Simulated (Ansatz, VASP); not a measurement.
## Two plane-wave programs on Al

```
Al
1.0
     8.59135    0.00000    0.00000
     4.29567    7.44032    0.00000
     0.00000    0.00000   16.67654
Al
27
Direct
  0.11111 0.11111 0.05996
  0.44444 0.11111 0.05996
  0.77778 0.11111 0.05996
  0.11111 0.44444 0.05996
  0.44444 0.44444 0.05996
  0.77778 0.44444 0.05996
  0.11111 0.77778 0.05996
  0.44444 0.77778 0.05996
  0.77778 0.77778 0.05996
  0.88889 0.22222 0.19695
  0.22222 0.22222 0.19695
  0.55556 0.22222 0.19695
  0.88889 0.55556 0.19695
  0.22222 0.55556 0.19695
  0.55556 0.55556 0.19695
  0.88889 0.88889 0.19695
  0.22222 0.88889 0.19695
  0.55556 0.88889 0.19695
  0.00000 0.00000 0.33375
  0.33333 0.00000 0.33375
  0.66667 0.00000 0.33375
  0.00000 0.33333 0.33375
  0.33333 0.33333 0.33375
  0.66667 0.33333 0.33375
  0.00000 0.66667 0.33375
  0.33333 0.66667 0.33375
  0.66667 0.66667 0.33375
```

Alike in both runs: functional r2SCAN; dispersion D3(BJ); k mesh 2 × 2 × 1; occupations fermi-dirac, width 0.15 eV; no spin polarisation.

Ansatz relaxed the structure, and its values are those at the end. VASP's run is a single point on that final structure, the one shown.

```csv
,VASP,Ansatz
version,VASP 6.6.1,Ansatz 0.2.0
potentials or method,"VASP PAW PBE potentials, release 64 (Al)","scalar-relativistic, plane waves, PAW"
plane-wave cutoff (eV),520,500
valence electrons in the cell,81,81
```

Ansatz gave:

* rms of the force components (eV/Å): 0.017
* dispersion energy (meV/atom): -98.2

Problem. Estimate VASP's values.

Solution. rms of the force components (eV/Å): 0.012; dispersion energy (meV/atom): -98.2.

The functional is the same, so the differences come from potentials, cutoffs and numerics. Ansatz warned: «dispersion_damping_borrowed».

Caveats: the k mesh is coarse (spacing up to 0.42 Å⁻¹), so the values aren't converged; the PAW data sets were made with another functional, which shifts forces and pressure a little (VASP).
